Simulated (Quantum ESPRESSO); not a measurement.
# CsPbCl3 in Quantum ESPRESSO: the effect of functional

The system is CsPbCl3.

```
CELL_PARAMETERS angstrom
5.60500 0.00000 0.00000
0.00000 5.60500 0.00000
0.00000 0.00000 5.60500
ATOMIC_POSITIONS crystal
Pb 0.50000 0.50000 0.50000
Cs 0.00000 0.00000 0.00000
Cl 0.50000 0.00000 0.50000
Cl 0.00000 0.50000 0.50000
Cl 0.50000 0.50000 0.00000
```

Alike in all runs:

| Property | Result |
| --- | --- |
| Program | Quantum ESPRESSO 7.5 |
| Task | dielectric tensor |
| k mesh | 4 × 4 × 4, shifted |
| Occupations | fermi-dirac, width 0.05 eV |
| Spin | no spin polarisation |

```tsv
functional	potentials or basis	cutoff	pressure (GPa)	dielectric constant (mean)
LDA	PseudoDojo 0.4.1 SR LDA standard	762 eV	-1.3	3.54
PBE	PseudoDojo 0.4.1 SR PBE standard	789 eV	1.7	3.43
PBEsol	PseudoDojo 0.4.1 SR PBEsol standard	789 eV	0.1	3.50
WC	PseudoDojo 0.4.1 SR PBE standard	789 eV	0.3	3.50
BLYP	PseudoDojo 0.4.1 SR PBE standard	789 eV	?	?
AM05	PseudoDojo 0.4.1 SR PBE standard	789 eV	0.9	3.46
```

Q: What does the run with functional BLYP give?

A: Pressure 3.2 GPa; dielectric constant 3.40 mean.

Caveats: the potentials were made for another functional, which shifts forces and pressure (some runs); the cell is more than 3 GPa from zero pressure, which shifts response properties (some runs).
